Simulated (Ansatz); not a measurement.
Crystal: CsSnI3.

```
Cs I Sn
1.0
     6.20570    0.00000    0.00000
     0.00000    6.20570    0.00000
     0.00000    0.00000    6.20570
Cs I Sn
1 3 1
Cartesian
  0.0000 0.0000 0.0000
  3.1029 3.1029 0.0000
  3.1029 0.0000 3.1029
  0.0000 3.1029 3.1029
  3.1029 3.1029 3.1029
```

| Item | Value |
| --- | --- |
| Program | Ansatz 0.2.0 |
| Task | relaxation of cell and atoms |
| Functional | PBEsol |
| Potentials or basis | Ansatz PAW |
| Cutoff | 420 eV (not typed: the program's choice for these potentials) |
| k mesh | 5 × 5 × 5 |
| Occupations | fermi-dirac, width 0.05 eV |
| Spin | no spin polarisation |

At the start: volume 47.80 Å³/atom.

Question: Where does the relaxation end?

Answer: It ends after 4 steps and the volume is 45.73 Å³/atom (-4.3 %); space group Pm-3m (No. 221, to 0.05 Å).

Step by step:
```
step  energy change (eV)  largest force (eV/Å)  volume (Å³)
   1              0.0000                0.0000       238.99
   2             -0.0163                0.0000       234.33
   3             -0.0233                0.0000       228.67
   4             -0.0223                0.0000       228.67
```

Final structure:
```xyz
5
Lattice="6.1151 0.0000 0.0000 0.0000 6.1151 0.0000 0.0000 0.0000 6.1151" Properties=species:S:1:pos:R:3 pbc="T T T"
Cs    0.0000    0.0000    0.0000
I     3.0575    3.0575    0.0000
I     3.0575    0.0000    3.0575
I     0.0000    3.0575    3.0575
Sn    3.0575    3.0575    3.0575
```

Caveat: the plane-wave basis is chosen anew once the cell has moved, so the energies of steps on either side of that aren't comparable; the PAW data sets come from PBE, with cores solved anew for the run's functional, which leaves a small shift of forces and pressure.
